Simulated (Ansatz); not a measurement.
`O=NO` + `F[C](F)F`• → `[O]N=O`• + `FC(F)F`  (hydrogen abstraction from the O–H bond)

Computed with Ansatz on PBE0-D4/def2-TZVP structures; ΔE is electronic, products minus reactants. CCSD(T)/CBS adds triple-zeta CCSD(T) − MP2 to the extrapolated MP2 energy (def2 sets, frozen cores). This one scheme is used for every species. Functionals use def2-TZVPP. HSE06 is defined as in plane-wave codes. No spin–orbit coupling; open shells (•) take unrestricted orbitals. One conformer a species, not always the lowest.

Is it downhill or uphill in electronic energy at CCSD(T)/CBS, and by how much? (Best estimate.)

Ansatz gave: Downhill: ΔE = -116.9 kJ/mol.

What do these levels give: LDA (SPW92), ωB97X-V, B2PLYP, PBE-QIDH, r2SCAN, PBE0, r2SCAN0, HSE06, LC-ωPBE, HF/def2-SVP, MP2/def2-QZVPP, SCS-MP2/def2-QZVPP? (An estimate is asked.)

Computed: LDA (SPW92) -139.4, ωB97X-V -122.9, B2PLYP -132.1, PBE-QIDH -130.3, r2SCAN -126.6, PBE0 -126.3, r2SCAN0 -120.0, HSE06 -126.2, LC-ωPBE -120.7, HF/def2-SVP -88.9, MP2/def2-QZVPP -138.1, SCS-MP2/def2-QZVPP -128.8 kJ/mol.

Largest T1 diagnostic among the species: 0.024, so the coupled-cluster value is less sure than usual.

At CCSD(T), def2-SVP lies −15.2 kJ/mol from the extrapolated value and def2-TZVPP −3.1 kJ/mol. From BLYP to BHLYP (50 % exact exchange), in def2-TZVPP and without D4, ΔE moves by +12.0 kJ/mol.
